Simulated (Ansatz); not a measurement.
# SrO: energy against volume in PBE, exact exchange and the RPA

The task here is to estimate one member of a computed series from the others.

Program: Ansatz 0.2.0. PBE orbitals, norm-conserving pseudopotentials, plane waves. The calculation is spin-unpolarised, and the structure need not be a phase that has been made.

**The cell**

The cell was relaxed beforehand with r2SCAN; volume changes: +0 %, -5 %, +5 %, -10 %, +10 %.

The symmetry is Pm-3m (No. 221, cubic); a = 3.103 Å in the conventional setting, 14.94 Å³ an atom. Near Sr stand 8 O at 2.69 Å; near O stand 8 Sr at 2.69 Å.

The structure in full:

Space group Pm-3m (No. 221). a = 3.103 Å, b = 3.103 Å, c = 3.103 Å, α = 90.00°, β = 90.00°, γ = 90.00°
```
atom  site  symmetry       x       y       z
  Sr    1a      m-3m  0.0000  0.0000  0.0000
   O    1b      m-3m  0.5000  0.5000  0.5000
```

The first run:

The input, input.yaml:

```yaml
crystal:
  lattice:
    - [3.1028650693, 0.0, 0.0]
    - [0.0, 3.1028650693, 0.0]
    - [0.0, 0.0, 3.1028650693]
  atoms:
    - { symbol: Sr, position: [0.0, 0.0, 0.0] }
    - { symbol: O, position: [0.5, 0.5, 0.5] }
kpoints:
  mp_grid: { grid: [6, 6, 6] }
hamiltonian:
  xc: pbe
  pseudopotentials: { kind: nc }
scf:
  occupations: { method: fixed }
output:
  rpa_energy:
    ecut_chi_ladder: [186, 208, 231, 256, 281]
    long_wavelength: optical_limit
basis:
  ecutwfc: 1240.0
```

Among the steps run: The unscaled cell; Volume -5 %; Volume +5 %; Volume -10 %; Volume +10 %.

One of the session's tables, all rows but one given; the rest of the session is left out.

It belongs to the step «The three curves». Energies in meV/atom from the unscaled cell:

| volume (Å³/atom) | PBE | exact exchange | EXX+RPA | RPA correlation |
| --- | --- | --- | --- | --- |
| 13.443 | 82.1 | 101.0 | 53.3 | -47.7 |
| 14.190 | 25.6 | 32.3 | 9.4 | -22.9 |
| 14.937 | 0.0 | 0.0 | 0.0 | 0.0 |
| 15.684 | ? | ? | ? | ? |
| 16.431 | 14.0 | 13.6 | 43.7 | 30.1 |

Estimate the missing values for volume (Å³/atom) = 15.684.

Worked estimate for «PBE». A straight line through the neighbours (14.937, 0.0) and (16.431, 14.0) gives 0.0 + (14.0 − 0.0) × (15.684 − 14.937) / (16.431 − 14.937) = 7.0; a parabola fitted to 3 rows on both sides gives -3.9.

**Answer.** PBE: -2.0; exact exchange: -3.9; EXX+RPA: 12.9; RPA correlation: 16.8. In «PBE» the line misses by +9.0 and the parabola by -1.9.
